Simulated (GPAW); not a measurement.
# Ge (Imma) in GPAW: single point with PBE

Aim: the single point of Ge with PBE.

All numbers are computed with GPAW 26.7.0; they aren't measurements. Logs are shortened: lines on timing, memory, paths and dates and some standing lists are left out, and cuts for length are marked. The log counts tension as positive stress, the text compression.

**1. Starting point**

Symmetry: Imma, No. 74, orthorhombic system. The conventional cell has a = 4.992 Å, b = 5.302 Å, c = 2.874 Å, α = 90.00°, β = 90.00°, γ = 90.00°. Ge (site symmetry mm2) is surrounded by 6 Ge at 2.68 to 2.87 Å.

This isn't the form of Ge at room conditions, which is diamond.

**2. Single point, PBE**

The input, POSCAR:

```
Ge
1.0
   -2.4958980000      2.6508630000      1.4369470000
    2.4958980000     -2.6508630000      1.4369470000
    2.4958980000      2.6508630000     -1.4369470000
Ge
2
Direct
    0.3140570000      0.0640570000      0.2500000000
    0.6859430000      0.9359430000      0.7500000000
```

Potentials or basis: GPAW PAW data sets (gpaw-data 1.2.1), pw.

The run is started by

```sh
> OMP_NUM_THREADS=1 gpaw run POSCAR -p 'mode=PW(600),xc=PBE,kpts={size:(11,11,11),gamma:True},occupations={name:fermi-dirac,width:0.05},nbands=11,convergence={density:1e-05,energy:1e-05},maxiter=150,txt=gpaw.txt' --properties efs -w gs.gpw
```

Standard output:

```text
__  _  _
 | _ |_)|_||  |
 |__||  | ||/\| - 26.7.0

Input parameters:
  mode=PW(ecut=600.0),
  convergence={'density': 1e-05, 'energy': 1e-05},
  kpts=MonkhorstPack(size=[11, 11, 11], gamma=True),
  maxiter=150,
  nbands=11,
  occupations=Occupations(name='fermi-dirac', width=0.05),
  xc=XC(name='PBE')

Diagonalizing LCAO Hamiltonian
Converting LCAO to pw mode

             Ge

       Ge

Atoms  # Å, Bohr magnetons
|   | symbol |        x |        y |        z |    initial magnetic moments |
|---|--------|----------|----------|----------|-----------------------------|
| 0 |     Ge | 0.000000 | 1.325432 | 0.184093 | ( 0.0000,  0.0000,  0.0000) |
| 1 |     Ge | 2.495898 | 1.325432 | 1.252854 | ( 0.0000,  0.0000,  0.0000) |

Unit cell  # Å
| periodic |         x |         y |         z |  lengths |     angles |
|----------|-----------|-----------|-----------|----------|------------|
|      yes | -2.495898 |  2.650863 |  1.436947 | 3.914256 | 100.767417 |
|      yes |  2.495898 | -2.650863 |  1.436947 | 3.914256 |  94.744414 |
|      yes |  2.495898 |  2.650863 | -1.436947 | 3.914256 | 136.925499 |

Number of symmetries: 4
Symmetry operations  # r_c * U_cc + t_c -> r_c
|   | kind |            matrix            |
|---|------|------------------------------|
| 0 |  σ   |  1, 1, 1,  0, 0,-1,  0,-1, 0 |
| 1 |  E   |  1, 0, 0,  0, 1, 0,  0, 0, 1 |
| 2 |  i   | -1, 0, 0,  0,-1, 0,  0, 0,-1 |
| 3 |  C2  | -1,-1,-1,  0, 0, 1,  0, 1, 0 |

BZ-sampling:
  Number of BZ points: 1331
  Number of IBZ points: 366

  Monkhorst-Pack size: [11, 11, 11]
  Monkhorst-Pack shift: [0, 0, 0]

K-points  # in reciprocal-cell coordinates
|     |                                coordinates |     weight |
|-----|--------------------------------------------|------------|
|   0 | (  0.00000000,   0.00000000,   0.00000000) | 0.00075131 |
|   1 | (  0.00000000,   0.09090909,  -0.09090909) | 0.00150263 |
|   2 | (  0.00000000,   0.18181818,  -0.18181818) | 0.00150263 |
|   3 | (  0.00000000,   0.27272727,  -0.27272727) | 0.00150263 |
|   4 | (  0.00000000,   0.36363636,  -0.36363636) | 0.00150263 |
|   5 | (  0.00000000,   0.45454545,  -0.45454545) | 0.00150263 |
|   6 | (  0.09090909,  -0.45454545,   0.36363636) | 0.00300526 |
|   7 | (  0.09090909,  -0.45454545,   0.45454545) | 0.00150263 |
|   8 | (  0.09090909,  -0.36363636,   0.27272727) | 0.00300526 |
|   9 | (  0.09090909,  -0.36363636,   0.36363636) | 0.00150263 |
| ... |                                            |            |
| 365 | (  0.45454545,   0.45454545,   0.45454545) | 0.00300526 |

Plane wave coefficients: 1288
Cutoff: 600.0 eV

Spin-components: 1 (collinear spins)
Bands:           11
Projectors:      10
Spin-degeneracy: 2
Datatype:        complex128

Parallelization:
  kpt:    1
  domain: 1
  band:   1

Density:
  Valence electrons: 8.0
  Components: 1
  Grid points: [24 24 24]
  Charge: 0.0  # |e|

Potential:
  Grid points: [24 24 24]

species:
  Ge:
    name:    Germanium
    Z:       32.0
    valence: 4
    core:    28
    charge:  0.0  # [|e|]
    compensation charges:
      type: gauss
      rc: 0.32  # [Å]
      lmax: 2
    cutoffs:
      filter: 1.77  # [Å]
      core: 3.42  # [Å]
    projectors
    | kind |    occ | energy [eV] | rcut [Å] |
    |------|--------|-------------|----------|
    |   4s |  2.000 |     -11.726 |    1.005 |
    |   4p |  2.000 |      -3.896 |    1.005 |
    |    s |        |      15.485 |    1.005 |
    |    p |        |      23.315 |    1.005 |
    |    d |        |       0.000 |    1.005 |

    Using partial waves for Ge as LCAO basis

Reference energy: -114195.275705  # eV

eigensolver:
  PPCG
  Converge bands: occupied
  niter=2

density mixing:
  MSR1-Mixer
  Pratt-step length: 0.05
  Maximum mixing coefficient: 0.75
  Old densities: 10
  SVD Regularization: 0.005
  Good broyden scale: 1.0
  Trust region scale: 1.0
  Backstep threshold: 4.0
  History deletion threshold: 6.0
  Fourier metric: weight=20.0, sigma=0.015

occupation numbers:
  Fermi-Dirac:
    width: 0.0500  # eV

poisson solver:
  ecut: 4800.0  # eV

xc functional:
  name: PBE with 2 nearest neighbor stencil

convergence criteria:
- Maximum integral of absolute [dens]ity change: 1e-05 electrons / valence electron
- Maximum [total energy] change in last 3 cyles: 1e-05 eV / valence electron
- Maximum integral of absolute [eigenst]ate change: 4e-08 eV^2 / valence electron
maximum number of iterations: 150

SCF iterations
|iter     | |      energy | eigst |  dens |
|---------|-|-------------|-------|-------|
|iter:   1| |   -8.581757 | -0.71 |       |
|iter:   2| |   -8.581839 | -3.11 | -1.19 |
|iter:   3| |   -8.576520 | -3.45 | -1.22 |
|iter:   4| |   -8.576662 | -4.32 | -1.74 |
|iter:   5| |   -8.576652 | -5.48 | -2.65 |
|iter:   6| |   -8.576653c| -7.30 | -3.79 |
|iter:   7| |   -8.576653c| -7.96c| -4.46 |
|iter:   8| |   -8.576653c| -8.95c| -5.21c|

Converged in 8 steps
Energy contributions relative to reference atoms: (reference = -114195.275705)

Energy contributions:
  Kinetic:          16.111080
  Coulomb:         -14.315106
  Zero:             -0.003276
  External:          0.000000
  Xc:              -10.366224
  Entropy:          -0.006255
  Spinorbit:         0.000000
  ----------------------------
  Free energy:      -8.579780
  Extrapolated:     -8.576653

dipole moment: (0.000155, 0.000165, 0.000089)  # |e|*Ang

Fermi level: 7.725
Eigenvalues  # (at kpt = [0.000, 0.000, 0.000])
| band index |      eig [eV] | occ [0-2] |
|------------|---------------|-----------|
|          0 |        -5.387 |     2.000 |
|          1 |         3.894 |     2.000 |
|          2 |         5.363 |     2.000 |
|          3 |         5.809 |     2.000 |
|          4 |        11.163 |     0.000 |
|          5 |        14.689 |     0.000 |
|          6 |        14.900 |     0.000 |
|          7 |        15.621 |     0.000 |
|          8 |        15.961 |     0.000 |
|          9 |        18.257 |     0.000 |
|         10 |        20.165 |     0.000 |

No gap
No difference between direct/indirect transitions

Forces  # eV/Ang
|       x |        y |        z |
|---------|----------|----------|
| 0.00000 | -0.00000 |  0.05505 |  # Ge   0
| 0.00000 |  0.00000 | -0.05505 |  # Ge   1

Stress tensor  # eV/Ang^3
|         x |         y |         z |
|-----------|-----------|-----------|
| -0.013449 |  0.000000 |  0.000000 |
|  0.000000 | -0.001213 |  0.000000 |
|  0.000000 |  0.000000 | -0.003592 |

# Writing to gs.gpw (mode='')
```

It took 93 s on 1 thread of Arm Neoverse V1, shared host; peak memory 0.31 GiB.

Results:

| Property | Result |
| --- | --- |
| Free energy | -8.5798 eV |
| Pressure | 1.0 GPa |
| Largest force | 0.055 eV/Å |
| Band gap on the k mesh | none (metal or under the smearing width) |

Forces on the atoms (eV/Å):
```
Ge   0.000  0.000  0.055
Ge   0.000  0.000 -0.055
```

Stress tensor (GPa, compression positive):
```
2.15 0.00 0.00
0.00 0.19 0.00
0.00 0.00 0.58
```

Levels at points of the mesh, in eV from the Fermi level:
```tsv
k point	band 2	band 3	band 4	band 5	band 6	band 7
(0.00, 0.00, 0.00)	-3.83	-2.36	-1.92	3.44	6.96	7.18
```
